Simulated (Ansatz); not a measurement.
# Sb in Ansatz: the effect of strain

Crystal: Sb.

```xyz
2
Lattice="2.1542 1.2437 3.6077 -2.1542 1.2437 3.6077 0.0000 -2.4875 3.6077" Properties=species:S:1:pos:R:3 pbc="T T T"
Sb    0.0000    0.0000    8.2960
Sb    0.0000    0.0000    2.5271
```

Alike in all runs:

```yaml
Program: Ansatz 0.2.0
Task: single point
Functional: PBE
Potentials_or_basis: Ansatz PAW
Cutoff: "420 eV (not typed: the program's choice for these potentials)"
k_mesh: 6 × 6 × 6
Occupations: fermi-dirac, width 0.05 eV
Spin: no spin polarisation
Kind_of_strain: uniaxial
```

```csv
strain,pressure (GPa),largest force (eV/Å)
-0.04,5.1,0.32
-0.02,3.9,0.20
-0.01,3.3,0.14
0,2.8,0.07
0.01,2.2,0.01
0.02,?,?
0.04,0.7,0.16
```

Q: What does the run with strain 0.02 give?

A: Pressure 1.7 GPa; largest force 0.04 eV/Å.

Worked out: A straight line through the other rows of the pressure, of slope -54.9 GPa per unit of strain, gives 1.7 GPa, against the run's 1.7. A parabola through the other rows of the largest force, of slope 1.75 eV/Å per unit of strain there, gives 0.07 eV/Å, against the run's 0.04.
